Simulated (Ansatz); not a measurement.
# Bi2Te3: the cost of one run

Code: Ansatz 0.2.0. PAW datasets, plane waves. The values are computed, spin-unpolarised, and not measurements.

## Step 1: The cell

The unstrained cell was relaxed with r2SCAN+rVV10; in each strained cell the atoms were relaxed again with r2SCAN+rVV10. Names of k-points are those of the unstrained zone, where strain can split equivalent points. First state: no strain.

The symmetry is R-3m (No. 166, trigonal); conventional cell a = 4.391 Å, c = 31.361 Å, 34.92 Å³ an atom. Bi has 6 Te at 3.06–3.25 Å; Te has 3 Bi at 3.06 Å; Te has 6 Bi at 3.25 Å.

Coordinates:

```cif
data_structure
_symmetry_space_group_name_H-M 'R-3m:H'
_symmetry_Int_Tables_number 166
_cell_length_a 4.3915
_cell_length_b 4.3915
_cell_length_c 31.3606
_cell_angle_alpha 90.000
_cell_angle_beta 90.000
_cell_angle_gamma 120.000
_cell_volume 523.76
loop_
_atom_site_label
_atom_site_type_symbol
_atom_site_symmetry_multiplicity
_atom_site_Wyckoff_symbol
_atom_site_fract_x
_atom_site_fract_y
_atom_site_fract_z
_atom_site_occupancy
Bi1 Bi 6 c 0.33333 0.66667 0.06503 1
Te1 Te 6 c 0.00000 0.00000 0.21359 1
Te2 Te 3 a 0.00000 0.00000 0.00000 1
```

## Step 2: No strain: PBE

input.yaml

```yaml
crystal:
  lattice:
    - [2.1957256037, 1.2677027684, 10.4535440908]
    - [-2.1957256037, 1.2677027684, 10.4535440908]
    - [0.0, -2.5354055367, 10.4535440908]
  atoms:
    - { symbol: Bi, position: [0.3983611977, 0.3983611977, 0.3983611977] }
    - { symbol: Bi, position: [0.6016388023, 0.6016388023, 0.6016388023] }
    - { symbol: Te, position: [0.213593251, 0.213593251, 0.213593251] }
    - { symbol: Te, position: [0.786406749, 0.786406749, 0.786406749] }
    - { symbol: Te, position: [0.0, 0.0, 0.0] }
kpoints:
  mp_grid: { grid: [8, 8, 8] }
  band_path:
    path:
      - [0.0, 0.0, 0.0]
      - [0.5, 0.5, 0.5]
      - [0.8235290352, 0.1764709648, 0.5]
      - [0.5, -0.1764709648, 0.1764709648]
      - [0.5, 0.0, 0.0]
      - [0.3382354824, -0.3382354824, 0.0]
      - [0.6617645176, 0.0, 0.3382354824]
      - [0.5, 0.0, 0.5]
    npoints: 1
hamiltonian:
  xc: pbe
scf:
  occupations: { method: fermi_dirac, width: 0.02 }
  n_extra_bands: 5
output:
  forces: true
  stress: true
  eigenvalues: true
  write_density: true
  write_potential: true
  elf: true
  volumetric_format: npy
```

Started as:

```
$ ansatz run input.yaml --threads 2 --pin off --max-ram 2211MiB --backend cpu --events-out ev --progress --plain --runs-dir out
```

What time and memory should one allow on 2 threads of Arm Neoverse N1, shared host?

About 41 s, with a peak of 0.64 GiB.
